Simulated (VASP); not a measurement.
## SiO2 (Cristobalite): equation of state with PBE

Crystal: SiO2 (Cristobalite).

```xyz
12
Lattice="4.9820 0.0000 0.0000 0.0000 4.9820 0.0000 0.0000 0.0000 6.9630" Properties=species:S:1:pos:R:3 pbc="T T T"
Si    3.9805    1.0015    5.2222
Si    3.4925    3.4925    3.4815
Si    1.0015    3.9805    1.7408
Si    1.4895    1.4895    0.0000
O     0.5155    1.1951    5.7227
O     1.2959    3.0065    0.5004
O     4.4665    3.7869    2.2412
O     3.6861    1.9755    3.9819
O     3.0065    1.2959    6.4626
O     3.7869    4.4665    4.7218
O     1.9755    3.6861    2.9811
O     1.1951    0.5155    1.2403
```

| Item | Value |
| --- | --- |
| Program | VASP 6.6.1 |
| Task | equation of state |
| Functional | PBE |
| Potentials or basis | VASP PAW PBE potentials, release 64 (Si, O) |
| Cutoff | 520 eV |
| k mesh | 6 × 6 × 4 |
| Occupations | fermi-dirac, width 0.05 eV |
| Spin | no spin polarisation |

- Equilibrium volume: 14.97 Å³/atom
- Bulk modulus at fixed shape and positions: 159 GPa
- Pressure derivative of the bulk modulus: 4.0

Energy against volume, from the lowest point:
```csv
volume (Å³/atom),energy (meV/atom)
13.538,80.25
13.826,49.42
14.114,26.69
14.402,11.32
14.690,2.63
14.978,0.00
15.266,2.86
```

All runs of the series together: 21 min on 1 thread of Intel(R) Xeon(R) Platinum 8488C (Sapphire Rapids) (shared host).

Caveat: the cell was scaled at fixed shape and fractional positions, which overstates the stiffness of a crystal with free parameters, most of all of layers and chains.
